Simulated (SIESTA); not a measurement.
The system is MgS (Niningerite).

```
S Mg
1.0
     0.00000    2.60165    2.60165
     2.60165    0.00000    2.60165
     2.60165    2.60165    0.00000
S Mg
1 1
Direct
  0.50000 0.50000 0.50000
  0.00000 0.00000 0.00000
```

Base run:

* Program: SIESTA 5.4.2
* Functional: PBE
* Potentials or basis: PseudoDojo 0.4 standard (PBE files)
* Basis: DZP (energy shift 0.002 Ry)
* Grid cutoff: 800 Ry
* Energy shift: 0.002 Ry
* k mesh: 9 × 9 × 9
* Occupations: fermi-dirac, width 0.05 eV
* Spin: no spin polarisation

Its results: band gap on the k mesh 2.80 eV, indirect (least direct gap 3.78 eV); pressure 3.5 GPa.

Problem. The run is repeated on the same cell with these changes: basis from DZP (energy shift 0.002 Ry) to DZP (energy shift 0.003 Ry; two zetas on semicore shells); energy shift from 0.002 Ry to 0.003 Ry. What comes out?

Solution. Band gap on the k mesh 2.85 eV, indirect (least direct gap 3.77 eV); pressure 3.4 GPa.

Caveats: the basis of atomic orbitals isn't converged, which shifts pressures, moduli and gaps; semicore shells carry a single zeta, which can move pressures by several GPa and volumes by a few percent (some runs); an odd mesh through Γ misses points on the zone boundary, where band edges often lie (some runs); the mesh misses the band edges, which the band path finds closer together (some runs).

Not every run made on this cell is shown here.
